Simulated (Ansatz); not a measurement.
# Ti (P6/mmm) under several functionals

Plane-wave DFT in Ansatz with scalar-relativistic PAW potentials. The same structure was relaxed (cell and atoms, symmetry kept) in separate runs at each level. This form isn't the element's structure at ambient conditions. No spin polarisation.

```csv
level,cutoff (eV),k mesh,V (Å³/atom),a (Å),c (Å)
LDA,420,12×12×14,15.849,4.451,2.771
PBE+D3(BJ),420,12×12×14,16.245,4.495,2.786
r2SCAN,500,12×12×14,17.014,4.568,2.825
PBE,420,12×12×14,17.146,4.580,2.832
```

Q: Where does PBEsol (420 eV, k mesh 12×12×14) fall?

A: V (Å³/atom) 16.472, a (Å) 4.515, c (Å) 2.799. Its volume is between those of PBE+D3(BJ) and r2SCAN. The usual order of volumes, LDA < PBEsol < PBE, holds here (15.849, 16.472, 17.146 Å³/atom). As a rule LDA overbinds; PBEsol, built on the gradient expansion of slowly varying densities, lies between LDA and PBE; PBE's stronger gradient term for exchange weakens bonds. Adding D3 to PBE changes the volume by -5.3 %; the term is attractive, so it pulls cells in. In metals the pairwise form ignores screening by the conduction electrons and often pulls in too far. r2SCAN lies 0.8 % under PBE in volume.